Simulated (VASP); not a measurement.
# I: molecular dynamics at constant energy

I, Im-3m (no. 229), 8 atoms in the cell. PBE, molecular dynamics; PAW potentials I (PBE set).

Ensemble: NVE; Starting temperature (K): 1000.

## Input

INCAR:
```
  GGA = PE
  PREC = Normal
  ENCUT = 200
  EDIFF = 1E-6
  NELMIN = 4
  NELM = 60
  ALGO = Fast
  LREAL = Auto
  LASPH = T
  ISMEAR = -1
  SIGMA = 0.05
  ISYM = 0
  LWAVE = F
  LCHARG = F
  IBRION = 0
  NSW = 60
  POTIM = 4.0
  TEBEG = 1000
  ISIF = 2
  RANDOM_SEED = 484961 0 0
  MDALGO = 1
  ANDERSEN_PROB = 0.0
  KPAR = 2
```

KPOINTS:
```
k-points
0
Monkhorst-Pack
  2 2 2
```

POSCAR:
```
I
1.0
   -4.1787508846      4.1787508846      4.1787508846
    4.1787508846     -4.1787508846      4.1787508846
    4.1787508846      4.1787508846     -4.1787508846
I
8
Direct
    0.0000000000      0.0000000000      0.0000000000
    0.0000000000      0.0000000000      0.5000000000
    0.0000000000      0.5000000000      0.0000000000
    0.0000000000      0.5000000000      0.5000000000
    0.5000000000      0.0000000000      0.0000000000
    0.5000000000      0.0000000000      0.5000000000
    0.5000000000      0.5000000000      0.0000000000
    0.5000000000      0.5000000000      0.5000000000
```

Commands:
```
cat potpaw_PBE.64/I/POTCAR > POTCAR
mpirun -np 2 vasp_std > vasp.out
```

## Result

- Spread of the conserved energy (meV/atom): 0.22
- Rise of the mean potential energy above the start (meV/atom): -82.2
- Mean temperature (K): 1726
- Electronic steps per ionic step after the first: 5.5

Course of the run:

| Time (fs) | Temperature (K) | Potential energy less the first (meV/atom) | Conserved energy less the first (meV/atom) |
|---|---|---|---|
| 4 | 1000 | 0.0 | 0.00 |
| 24 | 1034 | -3.8 | 0.03 |
| 40 | 1116 | -13.1 | 0.01 |
| 60 | 1242 | -27.4 | -0.02 |
| 76 | 1338 | -38.3 | -0.03 |
| 96 | 1469 | -53.0 | -0.04 |
| 112 | 1600 | -67.9 | -0.07 |
| 132 | 1743 | -84.2 | -0.17 |
| 148 | 1782 | -88.6 | -0.12 |
| 168 | 2000 | -113.2 | -0.04 |
| 184 | 2351 | -152.9 | -0.13 |
| 204 | 2611 | -182.3 | -0.12 |
| 220 | 2577 | -178.6 | -0.17 |
| 240 | 2168 | -132.2 | -0.06 |

REPORT:
```
MDALGO =   1
         ANDERSEN_PROB =  0.00000000
               SCALING =       0
                 CNEXP =     9.000   14.000
           RANDOM_SEED =            484961                0                0

   original number of atomic DOF:         21
   number of independent constraints:      0
   number of active DOF:                  21

========================================
         MD step No.       1
========================================

  Atomic velocities initialized by STEP_tb

  >Energies
                    E_tot             E_pot             E_kin               EPS                ES
   e_b>   -0.58197876E+01   -0.67246130E+01    0.90482540E+00    0.00000000E+00    0.00000000E+00

  >Temperature
               T_sim     T_inst
   tmprt>   1000.000   1000.000

  >Thermostat, num. of collisions:                0

           RANDOM_SEED =            484961               96                0

[... steps left out ...]

========================================
         MD step No.      60
========================================

  >Energies
                    E_tot             E_pot             E_kin               EPS                ES
   e_b>   -0.58202998E+01   -0.77820580E+01    0.19617582E+01    0.00000000E+00    0.00000000E+00

  >Temperature
               T_sim     T_inst
   tmprt>   1000.000   2168.107

  >Thermostat, num. of collisions:                0

           RANDOM_SEED =            484961             2928                0
```

OSZICAR:
```
N       E                     dE             d eps       ncg     rms          rms(c)
DAV:   1     0.221181001467E+03    0.22118E+03   -0.12420E+04   264   0.642E+02
DAV:   2     0.824486407169E+01   -0.21294E+03   -0.21093E+03   342   0.153E+02
DAV:   3    -0.641668440320E+01   -0.14662E+02   -0.14392E+02   270   0.468E+01
DAV:   4    -0.670962111782E+01   -0.29294E+00   -0.29164E+00   270   0.800E+00
DAV:   5    -0.671671336839E+01   -0.70923E-02   -0.70909E-02   266   0.123E+00    0.932E+00
RMM:   6    -0.671959286342E+01   -0.28795E-02   -0.10173E-02   264   0.437E-01    0.570E+00
RMM:   7    -0.672457154443E+01   -0.49787E-02   -0.22813E-02   264   0.674E-01    0.244E-01
RMM:   8    -0.672472054527E+01   -0.14900E-03   -0.13259E-03   264   0.179E-01    0.101E-01
RMM:   9    -0.672464681055E+01    0.73735E-04   -0.20733E-04   277   0.619E-02    0.531E-02
RMM:  10    -0.672462061606E+01    0.26194E-04   -0.28669E-05   266   0.251E-02    0.968E-03
RMM:  11    -0.672461523883E+01    0.53772E-05   -0.14969E-05   270   0.146E-02    0.111E-02
RMM:  12    -0.672461422972E+01    0.10091E-05   -0.23929E-06   150   0.662E-03    0.913E-03
[... left out ...]
[... last step whole ...]
       N       E                     dE             d eps       ncg     rms          rms(c)
DAV:   1    -0.778176468967E+01    0.95090E-01   -0.49574E-02   424   0.370E+00    0.625E-02
RMM:   2    -0.778202893182E+01   -0.26424E-03   -0.27670E-03   264   0.208E-01    0.195E-02
RMM:   3    -0.778205371954E+01   -0.24788E-04   -0.26856E-04   266   0.798E-02    0.194E-02
RMM:   4    -0.778205782040E+01   -0.41009E-05   -0.49262E-05   271   0.334E-02    0.198E-02
RMM:   5    -0.778205802219E+01   -0.20179E-06   -0.11534E-05   246   0.160E-02    0.114E-02
RMM:   6    -0.778205798633E+01    0.35860E-07   -0.39184E-06   181   0.843E-03
     60 T=  2168. E= -.58202998E+01 F= -.77820580E+01 E0= -.77363591E+01  EK= 0.19618E+01 SP= 0.00E+00 SK= 0.00E+00
```

Limits: 240 fs of 8 atoms are too short for converged averages.

VASP 6.6.1 took 334 s on 2 cores (Intel Xeon Platinum 8259CL @ 2.50GHz (Skylake/Cascade Lake)), a shared host.
